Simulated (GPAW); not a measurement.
## W in GPAW: the effect of functional

W:

```
W
1.0
    -1.58234    1.58234    1.58234
     1.58234   -1.58234    1.58234
     1.58234    1.58234   -1.58234
W
1
Direct
  0.00000 0.00000 0.00000
```

Alike in all runs:

* Program: GPAW 26.7.0
* Task: equation of state
* Cutoff: 600 eV
* Basis: pw
* k mesh: 10 × 10 × 10
* Occupations: fermi-dirac, width 0.05 eV
* Spin: no spin polarisation

Problem. One run gave: V0 of scaled cells 16.65 Å³/atom; B0 279 GPa. Which functional did it use?
A. optB88-vdW
B. BLYP
C. PBE
D. LDA
E. AM05

Solution. B.

| functional | potentials or basis | V0 of scaled cells (Å³/atom) | B0 (GPa) |
| --- | --- | --- | --- |
| LDA | the program's PAW data sets (release 1.2.1) made for this functional | 15.39 | 341 |
| PBE | GPAW PAW data sets (gpaw-data 1.2.1) | 16.13 | 307 |
| PW91 | PAW data sets generated in the run's folder for this functional | 16.13 | 306 |
| optB88-vdW | GPAW PAW data sets (gpaw-data 1.2.1) | 16.35 | 298 |
| revPBE | the program's PAW data sets (release 1.2.1) made for this functional | 16.28 | 300 |
| BLYP | PAW data sets generated in the run's folder for this functional | 16.65 | 279 |
| AM05 | PAW data sets generated in the run's folder for this functional | 15.61 | 331 |

Caveats: the PAW data sets were made with another functional, which shifts forces and pressure a little (some runs).

Not every run made on this cell is shown here.
